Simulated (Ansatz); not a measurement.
A series in volume scale on Ca

All results are calculated (Ansatz 0.2.0). Periodic Kohn-Sham DFT of a crystal at fixed atoms, scaled to volume_scale times the given cell; pressure positive in compression, energy less spherical unpolarised free atoms, largest_vzz the field gradient of largest size among the nuclei.

The cell before it is scaled or strained (space group Fm-3m, No. 225):
```
Ca
1.0
      0.0000     2.7942     2.7942
      2.7942     0.0000     2.7942
      2.7942     2.7942     0.0000
Ca
1
Direct
  0.00000 0.00000 0.00000
```

Settings of every row: method all-electron LAPW; functional PBE; relativity scalar; k mesh 11x11x11; filling fermi-dirac; smearing width 0.05 eV; basis error target 1 meV/atom; nucleus gaussian.

Atom start moment: 0 on all atoms.

| row | volume scale | V (Å³/atom) | energy less free atoms (eV/atom) | pressure (GPa) |
| --- | --- | --- | --- | --- |
| 1 | 0.9405 | 41.036 | -1.913 | 0.501 |
| 2 | 0.97 | 42.323 | -1.9147 | -0.058 |
| 3 | 1 | 43.632 | ? | ? |
| 4 | 1.03 | 44.941 | -1.9058 | -0.989 |
| 5 | 1.06 | 46.25 | -1.8961 | -1.368 |

Question: what energy less free atoms and pressure should row 3 give?

Worked fit of energy less free atoms. Take u = (V_r/V)^(2/3) − 1 with V_r = 43.632 Å³ an atom, which is twice the finite (Eulerian) strain; such expansions in the strain, on which the Birch-Murnaghan equation of state is built, carry the rest volume and the bulk modulus. The shown rows have u = 0.04174, 0.02051, -0.01951, -0.0381. Least squares give energy less free atoms = −1.91214 − 0.2294 × u + 5.015 × u² eV/atom; a straight line predicts inner rows, each left out in turn, worse (root mean square 0.0046 against 0.0001 eV/atom). All shown rows lie on it to the printed digit. Its lowest point lies at u = 0.0229, or V = 42.18 Å³ an atom, and the curvature there gives the bulk modulus at fixed shape and fractions, B = (4/9)(1 + u)² E″(u)/V = 17.7 GPa. The withheld row has u = 0, so the fit gives −1.91214 − 0.2294 × (0) + 5.015 × (0)² = -1.9121 eV/atom.

The calculation gave -1.9121 eV/atom. The fit meets it to the printed digit.

Worked fit of pressure. Take u = (V_r/V)^(2/3) − 1 with V_r = 43.632 Å³ an atom, which is twice the finite (Eulerian) strain; such expansions in the strain, on which the Birch-Murnaghan equation of state is built, carry the rest volume and the bulk modulus. The shown rows have u = 0.04174, 0.02051, -0.01951, -0.0381. Least squares give pressure = −0.555 + 23.226 × u + 49.62 × u² GPa; a straight line predicts inner rows, each left out in turn, worse (root mean square 0.046 against 0.0006 GPa). All shown rows lie on it to the printed digit. The pressure vanishes at u = 0.0228, or V = 42.18 Å³ an atom, and there the bulk modulus at fixed shape and fractions is B = −V dP/dV = (2/3)(1 + u) dP/du = 17.4 GPa. The withheld row has u = 0, so the fit gives −0.555 + 23.226 × (0) + 49.62 × (0)² = -0.555 GPa.

The calculation gave -0.555 GPa. The fit meets it to the printed digit.
